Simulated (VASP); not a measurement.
# Hg in VASP: further runs, part 2 of 2

VASP 6.6.1.

## Step 3: Single point, PBEsol

This run uses another cell than the first one, of 26.95 Å³/atom, 0.950 times its volume.

INCAR

```
PREC = Accurate
ENCUT = 520
EDIFF = 1E-6
ISMEAR = 0
SIGMA = 0.1
LREAL = False
LASPH = True
NELM = 100
ALGO = Normal
ISIF = 2
LWAVE = False
LCHARG = False
GGA = PS
NBANDS = 32
```

KPOINTS

```
Automatic mesh
0
Gamma
  4 4 6
```

POSCAR

```
Hg
1.0
    2.7592200650     -5.7631246900      0.0000000000
    2.7592200650      5.7631246900      0.0000000000
    0.0000000000      0.0000000000      3.3892448200
Hg
4
Direct
    0.3691655400      0.6308344600      0.5007497100
    0.8691655400      0.1308344600      0.9992502900
    0.1308344600      0.8691655400      0.0007497100
    0.6308344600      0.3691655400      0.4992502900
```

Potentials or basis: VASP PAW PBE potentials, release 64 (Hg).

Launch:

```sh
$ cat potpaw_PBE.64/Hg/POTCAR > POTCAR
$ mpirun -np 1 vasp_std > vasp.out
```

OUTCAR:

```text
PREC = Accurate
   ENCUT = 520
   EDIFF = 1E-6
   ISMEAR = 0
   LREAL = False
   LASPH = True
   NELM = 100
   ISIF = 2
   GGA = PS

 ion  position               nearest neighbor table
   1  0.369  0.631  0.501-   4 3.02   3 3.23   3 3.23   2 3.24   2 3.24   2 3.24   2 3.24
   2  0.869  0.131  0.999-   3 3.02   4 3.23   4 3.23   1 3.24   1 3.24   1 3.24   1 3.24
   3  0.131  0.869  0.001-   2 3.02   1 3.23   1 3.23   4 3.24   4 3.24   4 3.24   4 3.24
   4  0.631  0.369  0.499-   1 3.02   2 3.23   2 3.23   3 3.24   3 3.24   3 3.24   3 3.24

  LATTYP: Found a base centered orthorhombic cell.
 ALAT       =     5.5184401300
 B/A-ratio  =     2.0886788854
 C/A-ratio  =     0.6141671813

  Lattice vectors:

 A1 = (   2.7592200650,  -5.7631246900,   0.0000000000)
 A2 = (   2.7592200650,   5.7631246900,   0.0000000000)
 A3 = (   0.0000000000,   0.0000000000,   3.3892448200)

Analysis of symmetry for initial positions (statically):
=====================================================================
 Subroutine PRICEL returns:
 Original cell was already a primitive cell.

 Routine SETGRP: Setting up the symmetry group for a
 base centered orthorhombic supercell.

 Subroutine GETGRP returns: Found  8 space group operations
 (whereof  4 operations were pure point group operations)
 out of a pool of  8 trial point group operations.

The static configuration has the point symmetry C_2h.
 The point group associated with its full space group is D_2h.

Analysis of symmetry for dynamics (positions and initial velocities):
=====================================================================
 Subroutine PRICEL returns:
 Original cell was already a primitive cell.

 Routine SETGRP: Setting up the symmetry group for a
 base centered orthorhombic supercell.

 Subroutine GETGRP returns: Found  8 space group operations
 (whereof  4 operations were pure point group operations)
 out of a pool of  8 trial point group operations.

The dynamic configuration has the point symmetry C_2h.
 The point group associated with its full space group is D_2h.

 Subroutine INISYM returns: Found  8 space group operations
 (whereof  4 operations are pure point group operations),
 and found     1 'primitive' translations

----------------------------------------------------------------------------------------

                                     Primitive cell

  volume of cell :     107.7897

  direct lattice vectors                    reciprocal lattice vectors
     2.759220065 -5.763124690  0.000000000     0.181210628 -0.086758491  0.000000000
     2.759220065  5.763124690  0.000000000     0.181210628  0.086758491  0.000000000
     0.000000000  0.000000000  3.389244820     0.000000000  0.000000000  0.295050978

  length of vectors
     6.389593223  6.389593223  3.389244820     0.200908754  0.200908754  0.295050978

  position of ions in fractional coordinates (direct lattice)
     0.369165540  0.630834460  0.500749710
     0.869165540  0.130834460  0.999250290
     0.130834460  0.869165540  0.000749710
     0.630834460  0.369165540  0.499250290

  ion indices of the primitive-cell ions
   primitive index   ion index
                 1           1
                 2           2
                 3           3
                 4           4

----------------------------------------------------------------------------------------

 KPOINTS: Automatic mesh

[... 27 lines left out ...]
  0.250000  0.250000  0.000000      2.000000
  0.500000  0.250000  0.000000      4.000000
 -0.250000  0.250000  0.000000      2.000000
[... 16 lines left out ...]
  0.250000 -0.000000  0.500000      4.000000
  0.500000 -0.000000  0.500000      2.000000
 [... further k-points ...]
   k-points           NKPTS =     28   k-points in BZ     NKDIM =     28   number of bands    NBANDS=     32
   number of dos      NEDOS =    301   number of ions     NIONS =      4
   total plane-waves  NPLWV =  64512
   dimension x,y,z NGX =    48 NGY =   48 NGZ =   28
   dimension x,y,z NGXF=    96 NGYF=   96 NGZF=   56
   ions per type =               4
   NGX,Y,Z   is equivalent  to a cutoff of  12.49, 12.49, 13.73 a.u.
   NGXF,Y,Z  is equivalent  to a cutoff of  24.98, 24.98, 27.47 a.u.
 SYSTEM =  unknown system
   PREC   = accura    normal or accurate (medium, high low for compatibility)
   ISTART =      0    job   : 0-new  1-cont  2-samecut
   ICHARG =      2    charge: 1-file 2-atom 10-const
   ISPIN  =      1    spin polarized calculation?
   LNONCOLLINEAR =      F non collinear calculations
   LSORBIT =      F    spin-orbit coupling
   LASPH  =      T    aspherical Exc in radial PAW
   ENCUT  =  520.0 eV  38.22 Ry    6.18 a.u.  11.88 11.88  6.30*2*pi/ulx,y,z
   NELM   =    100;   NELMIN=  2; NELMDL= -5     # of ELM steps
   EDIFF  = 0.1E-05   stopping-criterion for ELM
   LREAL  =      F    real-space projection
   EDIFFG = 0.1E-04   stopping-criterion for IOM
   NSW    =      0    number of steps for IOM
   IBRION =     -1    ionic relax: 0-MD 1-quasi-New 2-CG
   NFREE  =      0    steps in history (QN), initial steepest desc. (CG)
   ISIF   =      2    stress and relaxation
   ISYM   =      2    0-nonsym 1-usesym 2-fastsym
   POTIM  = 0.5000    time-step for ionic-motion
   TEBEG  =    0.0;   TEEND  =   0.0 temperature during run
   PSTRESS=    0.0 pullay stress
   NELECT =      48.0000    total number of electrons
   NUPDOWN=      -1.0000    fix difference up-down
   EMIN   =  10.00;   EMAX   =-10.00  energy-range for DOS
   EFERMI =   0.00;   METHOD = LEGACY
   ISMEAR =     0;   SIGMA  =   0.10  broadening in eV -4-tet -1-fermi 0-gaus
   EFERMI_NEDOS =   21; number of points for ismear=-14 and -15
   IALGO  =     38    algorithm
   IMIX   =      4    mixing-type and parameters
     AMIX     =   0.40;   BMIX     =  1.00
     AMIX_MAG =   1.60;   BMIX_MAG =  1.00
  volume/ion in A,a.u.               =      26.95       181.85
  Fermi-wavevector in a.u.,A,eV,Ry     =   1.250152  2.362445 21.264273  1.562880
  Thomas-Fermi vector in A             =   2.384159
   LORBIT       =      0    0 simple, 1 ext, 2 COOP (PROOUT), +10 PAW based schemes
   GGA     = PS    functional components
   LHFCALC =     F    Hartree Fock is set to
   AEXX    =    0.0000 exact exchange contribution
   IVDW    =     0    specifies the selected vdW correction
   LEPSILON=     F    determine dielectric tensor
   LRPA    =     F    only Hartree local field effects (RPA)
 non-spin polarized calculation
 Gauss-broadening in eV      SIGMA  =   0.10
  energy-cutoff  :      520.00
  volume of cell :      107.79
 maximum number of plane-waves:      2923
   NGX = 23   NGY = 23   NGZ = 13

 number of electron      48.0000007 magnetization

 Free energy of the ion-electron system (eV)
  ---------------------------------------------------
  ext. energy  EPLUGINS =         0.00000000
  ---------------------------------------------------
  free energy    TOTEN  =        -2.10948900 eV

  energy without entropy =       -2.10350369  energy(sigma->0) =       -2.10649635

 E-fermi :   1.5349     XC(G=0): -10.3003

 val. band max:        1.4768139317   @ k =   0.5000   0.2500   0.3333
 cond. band min:       1.5956884633   @ k =  -0.2500   0.2500   0.1667
 fundamental gap:      0.1188745316
 Fermi energy:         1.5348575986

 k-point     1 :       0.0000    0.0000    0.0000
  band No.  band energies     occupation
      1      -6.5729      2.00000
      2      -5.7783      2.00000
      3      -5.7243      2.00000
      4      -5.6531      2.00000
      5      -5.5479      2.00000
      6      -5.2651      2.00000
[... 829 lines left out ...]
     31       9.8505      0.00000
     32       9.8506      0.00000

 [... further k-points ...]

------------------------ aborting loop because EDIFF is reached ----------------------------------------

  FORCE on cell =-STRESS in cart. coord.  units (eV):
  Direction    XX          YY          ZZ          XY          YZ          ZX
  --------------------------------------------------------------------------------------
  -------------------------------------------------------------------------------------
  Total       -1.4573899     -1.2505100     -1.4163268      0.0000000      0.0000000      0.0000000
  in kB      -21.6625238    -18.5874778    -21.0521645      0.0000000      0.0000000      0.0000000
  external PRESSURE =     -20.4340554 kB  Pullay stress =       0.0000000 kB

 VOLUME and BASIS-vectors are now :
 -----------------------------------------------------------------------------
  energy-cutoff  :      520.00
  volume of cell :      107.79
      direct lattice vectors                 reciprocal lattice vectors
     2.759220065 -5.763124690  0.000000000     0.181210628 -0.086758491  0.000000000
     2.759220065  5.763124690  0.000000000     0.181210628  0.086758491  0.000000000
     0.000000000  0.000000000  3.389244820     0.000000000  0.000000000  0.295050978

 POSITION                                       TOTAL-FORCE (eV/Angst)
 -----------------------------------------------------------------------------------
      2.75922      1.50803      1.69716         0.000000     -0.003105     -0.000834
      2.75922     -4.25509      3.38670         0.000000     -0.003105      0.000834
      2.75922      4.25509      0.00254         0.000000      0.003105     -0.000834
      2.75922     -1.50803      1.69208         0.000000      0.003105      0.000834
 -----------------------------------------------------------------------------------
    total drift:                                0.000000      0.000000      0.000000

  FREE ENERGIE OF THE ION-ELECTRON SYSTEM (eV)
  ---------------------------------------------------
  free  energy   TOTEN  =        -2.1094890041 eV

  energy  without entropy=       -2.1035036900  energy(sigma->0) =       -2.10649635
```

Run time: 3.3 min. Hardware: 1 thread of AMD EPYC 7R43 (Zen 3), shared host; peak memory 0.23 GiB.

Results:

```yaml
Free_energy: -2.1095 eV
Pressure: -2.0 GPa
Largest_force: 0.003 eV/Å
Band_gap_on_the_k_mesh: none (metal or under the smearing width)
```

Forces on the atoms (eV/Å):
```
Hg   0.000 -0.003 -0.001
Hg   0.000 -0.003  0.001
Hg   0.000  0.003 -0.001
Hg   0.000  0.003  0.001
```

Caveat: the PAW data sets were made with another functional, which shifts forces and pressure a little.
